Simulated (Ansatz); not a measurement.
# The 2H-MoS2 bilayer (2H stacking) between two gates, part 3 of 3

How do the bands of the 2H-MoS2 bilayer (2H stacking) follow a displacement field between two gates?

Ansatz 0.2.0; plane-wave DFT, PBE-D3(BJ), Ansatz PAW.

So far, gap along the path (eV): step 3 (gated layer, displacement field 0) 1.21; step 4 (displacement field 1.81 V/nm) 1.19; step 5 (displacement field -1.81 V/nm) 1.19; step 6 (displacement field 3.62 V/nm) 1.10.

## 7. Gated layer, displacement field -3.62 V/nm

input.yaml reads:

```yaml
crystal:
  lattice:
    - [3.151774903, 0.0, 0.0]
    - [-1.5758874515, 2.729517133, 0.0]
    - [0.0, 0.0, 48.6948093047]
  atoms:
    - { symbol: S, position: [0.3333333333, 0.6666666667, 0.4055873774] }
    - { symbol: Mo, position: [0.0, 0.0, 0.4377791605] }
    - { symbol: S, position: [0.3333333333, 0.6666666667, 0.4699395996] }
    - { symbol: S, position: [0.0, 0.0, 0.5300604004] }
    - { symbol: Mo, position: [0.3333333333, 0.6666666667, 0.5622208395] }
    - { symbol: S, position: [0.0, 0.0, 0.5944126226] }
  periodic: [true, true, false]
  symmetry: { detect: true }
kpoints:
  mp_grid: { grid: [30, 30, 1] }
  band_path:
    path: [[0, 0, 0], [0.5, 0, 0], [0.33333333, 0.33333333, 0], [0, 0, 0]]
    npoints: 16
hamiltonian:
  xc: pbe
  dispersion: d3bj
scf:
  occupations: { method: fermi_dirac, width: 0.05 }
  convergence: { dr2_threshold: 1.0e-10 }
output:
  forces: true
  eigenvalues: true
  dos: { projected: true, e_range: [-3, 3], de: 0.01 }
  write_potential: true
  write_density: true
  volumetric_format: npy
  elf: true
external_charges:
  - { charge: 0, barrier: 10, axis: 3, height: 32.445, sigma: 0.25 }
  - { charge: 0.017206, axis: 3, height: 33.945, sigma: 0.5 }
  - { charge: 0, barrier: 10, axis: 3, height: 16.25, sigma: 0.25 }
  - { charge: -0.017206, axis: 3, height: 14.75, sigma: 0.5 }
```

Started as:

```
ansatz run input.yaml --threads 4 --pin off --max-ram 6144MiB --backend cpu --events-out ev --progress --plain --runs-dir out
```

Numbers of over 12 decimals in the logs are rounded to 6 here.

The program printed:

```text
[...]
Crystal: 6 atoms, lattice volume = 418.913 Å³
Basis set: ecut = 420 eV, 8095 PW (Γ), exchange–correlation on 48×48×720 points (8 copies of the dense FFT grid, shifted against one another)
Bands: 32, of which v1, the nominal top of the filled ones, is band 26 counted from 1 (25 counted from 0)
Symmetry: 6 space group operations
k-points: 91 of 900 (time reversal used)
[...]
--- Band table (eV; the first three rows and the last of 91) ---
  k-point 0: bands = [... 22 lower, -7.2022, -7.1835, -6.1781, -5.3819, -3.2301, -3.2301, -3.0139, -3.0139, ... 2 higher]
  k-point 1: bands = [... 22 lower, -7.2309, -7.0158, -6.1782, -5.4045, -3.2560, -3.1993, -3.0524, -3.0317, ... 2 higher]
  k-point 2: bands = [... 22 lower, -7.2795, -6.8643, -6.1821, -5.4755, -3.3224, -3.1630, -3.1123, -3.0880, ... 2 higher]
  k-point 90: bands = [... 22 lower, -8.1643, -7.9162, -6.0788, -5.7513, -4.2782, -3.9664, -3.2330, -2.5649, ... 2 higher]
[key lines of the parts left out:]
SCF converged after 17 iterations
Free energy (F): -13527.770772 eV
Fermi energy:    -4.863269 eV
```

It took 47 s on 4 threads of Intel Xeon 6975P-C (Granite Rapids), shared host; peak memory 1.4 GiB.

The density of states has structure finer than the step of the table below, so its rows give means over 0.1 eV, whole bins alone (the curve runs from -3 to 1.65 eV). Peaks (eV: height): -2.82: 9.40, -1.99: 6.83, -1.69: 8.07, 1.15: 9.27, 1.20: 7.19, 1.39: 14.8, 1.57: 9.81.

Table of density of states by energy, zero at the Fermi level of the run, which the smearing sets inside the gap; means over each step:

energy (eV), density of states (states/eV a cell) and a bar:
```
     -2.9        5.9 ###############
     -2.8        8.0 #####################
     -2.7        6.5 #################
     -2.6        4.4 ############
     -2.5        5.3 ##############
     -2.4        5.0 #############
     -2.3        5.2 #############
     -2.2        3.8 ##########
     -2.1        3.3 #########
     -2.0        5.5 ##############
     -1.9        5.6 ###############
     -1.8        5.6 ##############
     -1.7        5.9 ###############
     -1.6        4.9 #############
     -1.5        4.3 ###########
     -1.4        3.8 ##########
     -1.3        3.5 #########
     -1.2        1.7 ####
     -1.1        1.2 ###
     -1.0        0.9 ##
     -0.9        0.6 ##
     -0.8        0.3 #
     -0.7        0.3 #
     -0.6        0.3 #
     -0.5        0.1 
     -0.4        0.0 
     -0.3        0.0 
     -0.2        0.0 
     -0.1        0.0 
      0.0        0.0 
      0.1        0.0 
      0.2        0.0 
      0.3        0.0 
      0.4        0.0 
      0.5        0.0 
      0.6        0.5 #
      0.7        2.2 ######
      0.8        2.7 #######
      0.9        4.4 ###########
      1.0        4.2 ###########
      1.1        5.3 ##############
      1.2        6.1 ################
      1.3        7.6 ####################
      1.4       11.5 ##############################
      1.5        7.0 ##################
      1.6        8.1 #####################
```

The gap, the smaller of path and mesh, is 1.104 eV.

## 8. Gated layer, displacement field 5.43 V/nm

input.yaml: that of step 7 with these lines changed.

```diff
@@ -35,4 +35,4 @@
   - { charge: 0, barrier: 10, axis: 3, height: 32.445, sigma: 0.25 }
-  - { charge: 0.017206, axis: 3, height: 33.945, sigma: 0.5 }
+  - { charge: -0.025808, axis: 3, height: 33.945, sigma: 0.5 }
   - { charge: 0, barrier: 10, axis: 3, height: 16.25, sigma: 0.25 }
-  - { charge: -0.017206, axis: 3, height: 14.75, sigma: 0.5 }
+  - { charge: 0.025808, axis: 3, height: 14.75, sigma: 0.5 }
```

The program printed:

```text
[...]
Crystal: 6 atoms, lattice volume = 418.913 Å³
Basis set: ecut = 420 eV, 8095 PW (Γ), exchange–correlation on 48×48×720 points (8 copies of the dense FFT grid, shifted against one another)
Bands: 32, of which v1, the nominal top of the filled ones, is band 26 counted from 1 (25 counted from 0)
Symmetry: 6 space group operations
k-points: 91 of 900 (time reversal used)
[...]
--- Band table (eV; the first three rows and the last of 91) ---
  k-point 0: bands = [... 22 lower, -7.1324, -7.1324, -6.1955, -5.3605, -3.3157, -3.3157, -3.0889, -3.0889, ... 2 higher]
  k-point 1: bands = [... 22 lower, -7.1612, -6.9861, -6.1941, -5.3826, -3.3424, -3.2850, -3.1309, -3.1089, ... 2 higher]
  k-point 2: bands = [... 22 lower, -7.2434, -6.8454, -6.1945, -5.4520, -3.4118, -3.2442, -3.2006, -3.1639, ... 2 higher]
  k-point 90: bands = [... 22 lower, -8.2082, -7.8506, -6.1608, -5.6843, -4.3626, -3.8968, -3.2838, -2.5534, ... 2 higher]
[key lines of the parts left out:]
SCF converged after 18 iterations
Free energy (F): -13527.738270 eV
Fermi energy:    -4.885321 eV
```

Wall time 52 s (4 threads); peak memory 1.4 GiB; 3.3 min of CPU time.

The gap, the smaller of path and mesh, is 0.998 eV.

## 9. The series together

This step: plane-wave DFT, PBE-D3(BJ), Ansatz PAW; response to a displacement field between two gates (Ansatz 0.2.0).

The potential behind each gate is read from every run and counted from the uncharged case.

This step gave:

```
electrostatic distance between the gates : 8.917 Å
geometric distance between the gates     : 19.19 Å
```

Electron's potential behind the upper gate less behind the lower, less the value without field. Table of step of the electron's potential energy between the gates by displacement field D/eps0:

| displacement field D/eps0 (V/nm) | step of the electron's potential energy between the gates (eV) |
| --- | --- |
| -3.62 | -3.23 |
| -1.81 | -1.61 |
| 0.00 | 0 |
| 1.81 | 1.61 |
| 3.62 | 3.23 |
| 5.43 | 4.84 |

The smaller of the gaps on the path and on the k-mesh, counted as 0 under 0.03 eV. Gap against displacement field D/eps0:

| displacement field D/eps0 (V/nm) | gap (eV) |
| --- | --- |
| -3.62 | 1.10 |
| -1.81 | 1.19 |
| 0.00 | 1.21 |
| 1.81 | 1.19 |
| 3.62 | 1.10 |
| 5.43 | 0.998 |

By hand: 5.43 V/nm over the 19.19 Å between the sheets would give 10.42 V in vacuum; the run has 4.84 V, as over 8.91 Å.

## 10. The same run with other settings

This step: plane-wave DFT, PBE-D3(BJ), Ansatz PAW (Ansatz 0.2.0).

A run with a changed input: it repeats the earlier run at 1.81 V/nm with basis.ecutwfc to 250 eV.

input.yaml: that of step 8 with these lines changed.

```diff
@@ -28,3 +28,2 @@
   eigenvalues: true
-  dos: { projected: true, e_range: [-3, 3], de: 0.01 }
   write_potential: true
@@ -32,7 +31,8 @@
   volumetric_format: npy
-  elf: true
 external_charges:
   - { charge: 0, barrier: 10, axis: 3, height: 32.445, sigma: 0.25 }
-  - { charge: -0.025808, axis: 3, height: 33.945, sigma: 0.5 }
+  - { charge: -0.008603, axis: 3, height: 33.945, sigma: 0.5 }
   - { charge: 0, barrier: 10, axis: 3, height: 16.25, sigma: 0.25 }
-  - { charge: 0.025808, axis: 3, height: 14.75, sigma: 0.5 }
+  - { charge: 0.008603, axis: 3, height: 14.75, sigma: 0.5 }
+basis:
+  ecutwfc: "250 eV"
```

The program printed:

```text
Warning: basis.ecutwfc = 250 eV is below the records' recommended 420 eV, and the density's cutoff is lower with it unless basis.ecutrho_ratio is high enough to keep the records' density cutoff: compare with a run at a higher cutoff
[...]
Crystal: 6 atoms, lattice volume = 418.913 Å³
Basis set: ecut = 250 eV, 3647 PW (Γ), exchange–correlation on 36×36×512 points (8 copies of the dense FFT grid, shifted against one another)
Bands: 32, of which v1, the nominal top of the filled ones, is band 26 counted from 1 (25 counted from 0)
Symmetry: 6 space group operations
k-points: 91 of 900 (time reversal used)
[...]
SCF iter   1: F=—  HF=-13529.435966 eV  |F-HF|=—  |Δ(HF+E_count)|=         —  Δρ=4.57e-2  dr2=1.35e1  ethr=3.10e-3  ⟨swp⟩=16.4  Hψ=24575  notcnv=0
[...]
SCF iter  16: F=-13526.326208 eV  HF=-13526.326208 eV  |F-HF|=2.33e-10  |Δ(HF+E_count)|=  1.16e-10  Δρ=5.80e-8  dr2=8.05e-11  ethr=1.00e-12  ⟨swp⟩=13.4  Hψ=27109  notcnv=0
SCF 1 converged in 16 iterations: F = -13526.326208 eV  dr2 = 8.05e-11
[...]
SCF converged after 16 iterations
Free energy (F): -13526.326208 eV
[...]
Internal energy: -13526.326208 eV  (E = F + TS)
E sigma→0 (E₀):  -13526.326208 eV
Entropy (-TS):   -0.000000 eV (-0.000 meV/atom)
Fermi energy:    -4.872210 eV
[...]
--- Forces (eV/Å), atoms and charges each counted from 1 ---
  atom   1  S      0.00000000    -0.00000000    -0.07304096
  atom   2  Mo     0.00000000    -0.00000000    -0.01423770
  atom   3  S     -0.00000000    -0.00000000     0.08810729
  atom   4  S      0.00000000     0.00000000    -0.07024918
  atom   5  Mo     0.00000000     0.00000000    -0.01609241
  atom   6  S      0.00000000     0.00000000     0.08647338
  external charge   1     0.00000000     0.00000000     0.00395417
  external charge   2     0.00000000     0.00000000    -0.00080498
  external charge   3     0.00000000     0.00000000    -0.00485943
  external charge   4     0.00000000     0.00000000     0.00075182
  max |Σ_I F_I| component, the external charges' with the atoms': 2.01e-6 eV/Å
--- Band table (eV; the first three rows and the last of 91) ---
  k-point 0: bands = [... 22 lower, -7.3062, -7.2096, -6.1829, -5.4196, -3.1734, -3.1734, -3.0255, -3.0255, ... 2 higher]
  k-point 1: bands = [... 22 lower, -7.3346, -7.0639, -6.1820, -5.4433, -3.1979, -3.1427, -3.0485, -3.0057, ... 2 higher]
  k-point 2: bands = [... 22 lower, -7.2874, -6.9054, -6.1870, -5.5130, -3.2611, -3.1082, -3.0886, -3.0630, ... 2 higher]
  k-point 90: bands = [... 22 lower, -8.1422, -8.0156, -6.0371, -5.8531, -4.2322, -4.0757, -3.2005, -2.5992, ... 2 higher]
```

Elapsed: 23 s, on 4 threads; peak memory 0.76 GiB.

| quantity | this run | earlier run | difference |
| --- | --- | --- | --- |
| gap along the path (eV) | 1.187 | 1.193 | -0.0053 |
| smallest direct gap along the path (eV) | 1.621 | 1.622 | -9.4e-4 |
| potential beyond the upper barrier and gate, less the barrier, from the Fermi level (eV) | 5.672 | 5.654 | 0.018 |

What moves beyond 0.01 in its unit (for the dipole 0.5 % and 5e-5 e·Å): potential beyond the upper barrier and gate, less the barrier, from the Fermi level (+0.018 eV).

The change shows in the results, which are not taken further.

## 11. The same run with other settings

This step: plane-wave DFT, PBE-D3(BJ), Ansatz PAW, but for the change named below (Ansatz 0.2.0).

Another changed input: it repeats the earlier run at 1.81 V/nm with hamiltonian.xc from pbe to rpbe, scf.n_extra_bands to 2 and kpoints.mp_grid.grid from [30, 30, 1] to [10, 10, 1].

input.yaml: that of step 10 with these lines changed.

```diff
@@ -15,3 +15,3 @@
 kpoints:
-  mp_grid: { grid: [30, 30, 1] }
+  mp_grid: { grid: [10, 10, 1] }
   band_path:
@@ -20,3 +20,3 @@
 hamiltonian:
-  xc: pbe
+  xc: rpbe
   dispersion: d3bj
@@ -25,2 +25,3 @@
   convergence: { dr2_threshold: 1.0e-10 }
+  n_extra_bands: 2
 output:
@@ -36,3 +37 @@
   - { charge: 0.008603, axis: 3, height: 14.75, sigma: 0.5 }
-basis:
-  ecutwfc: "250 eV"
```

The program printed:

```text
[...]
Crystal: 6 atoms, lattice volume = 418.913 Å³
Basis set: ecut = 420 eV, 8095 PW (Γ), exchange–correlation on 48×48×720 points (8 copies of the dense FFT grid, shifted against one another)
Bands: 28, of which v1, the nominal top of the filled ones, is band 26 counted from 1 (25 counted from 0)
Symmetry: 6 space group operations
k-points: 14 of 100 (time reversal used)
[...]
SCF iter   1: F=—  HF=-13567.279744 eV  |F-HF|=—  |Δ(HF+E_count)|=         —  Δρ=4.42e-2  dr2=1.24e1  ethr=3.10e-3  ⟨swp⟩=11.9  Hψ=3003  notcnv=0
[...]
SCF iter  18: F=-13564.543933 eV  HF=-13564.543933 eV  |F-HF|=2.51e-10  |Δ(HF+E_count)|=  1.31e-10  Δρ=4.62e-8  dr2=2.03e-11  ethr=1.00e-12  ⟨swp⟩=14.6  Hψ=3957  notcnv=0
SCF 1 converged in 18 iterations: F = -13564.543933 eV  dr2 = 2.03e-11
[...]
SCF converged after 18 iterations
Free energy (F): -13564.543933 eV
[...]
Internal energy: -13564.543933 eV  (E = F + TS)
E sigma→0 (E₀):  -13564.543933 eV
Entropy (-TS):   -0.000000 eV (-0.000 meV/atom)
Fermi energy:    -4.734737 eV
[...]
--- Forces (eV/Å), atoms and charges each counted from 1 ---
  atom   1  S      0.00000000    -0.00000000     0.63571850
  atom   2  Mo     0.00000000    -0.00000000     0.02419646
  atom   3  S     -0.00000000    -0.00000000    -0.41674609
  atom   4  S      0.00000000     0.00000000     0.43421313
  atom   5  Mo     0.00000000     0.00000000    -0.05410214
  atom   6  S     -0.00000000     0.00000000    -0.62230589
  external charge   1     0.00000000     0.00000000     0.00397966
  external charge   2     0.00000000     0.00000000    -0.00077855
  external charge   3     0.00000000     0.00000000    -0.00495416
  external charge   4     0.00000000     0.00000000     0.00077814
  max |Σ_I F_I| component, the external charges' with the atoms': 9.56e-7 eV/Å
--- Band table (eV; the first three rows and the last of 14) ---
  k-point 0: bands = [... 22 lower, -7.1861, -7.0909, -6.0670, -5.3135, -3.0600, -3.0600]
  k-point 1: bands = [... 22 lower, -7.1059, -6.6886, -6.0966, -5.5356, -3.2225, -3.1572]
  k-point 2: bands = [... 22 lower, -7.1867, -6.7743, -6.3748, -6.1791, -3.7076, -3.3707]
  k-point 13: bands = [... 22 lower, -8.0188, -7.7484, -6.0200, -5.8352, -3.9744, -3.8086]
```

The job ended after 12 s (4 threads; peak memory 0.85 GiB).

```
                                                                                quantity  this run  earlier run  difference
                                                                 gap along the path (eV)     1.212        1.193       0.019
                                                 smallest direct gap along the path (eV)     1.617        1.622     -0.0052
potential beyond the upper barrier and gate, less the barrier, from the Fermi level (eV)     5.545        5.654       -0.11
```

What moves beyond 0.01 in its unit (for the dipole 0.5 % and 5e-5 e·Å): potential beyond the upper barrier and gate, less the barrier, from the Fermi level (-0.109 eV) and gap along the path (+0.0189 eV).

The change shows in the results, which are not taken further.

## 12. Summary of results

| Quantity | Value |
| --- | --- |
| gap with uncharged gates | 1.21 eV |
| electrostatic distance between the gates | 8.92 Å |
| geometric distance between the gates | 19.2 Å |
| gap at 5.43 V/nm | 0.998 eV |

**Reading.** The gap goes from 1.21 to 1.00 eV at 5.4 V/nm. The layers screen the field: the voltage is that of a vacuum gap 10.3 Å narrower than the real distance. The gates are charged sheets behind model barriers, not atoms. Gaps are the smaller of those on the path and on the mesh; band edges between these points would make them smaller still. Spin-orbit coupling is left out, which matters for the bands of elements this heavy.

[Logs are printed without paths, hosts, clocks, repeated set-up lines and the standing remarks that a program may print on its own settings, such as how far it seeks lower states.]

[Hosts, paths, dates, database ids (printed as entryN), source tags and the programs' standing remarks are cut or masked in the printed files.]

[Maps of the electrostatic potential energy from Ansatz leave out the sawtooth potential of an applied field or a dipole correction, so their vacuum need not be flat; planar profiles and work functions include it.]
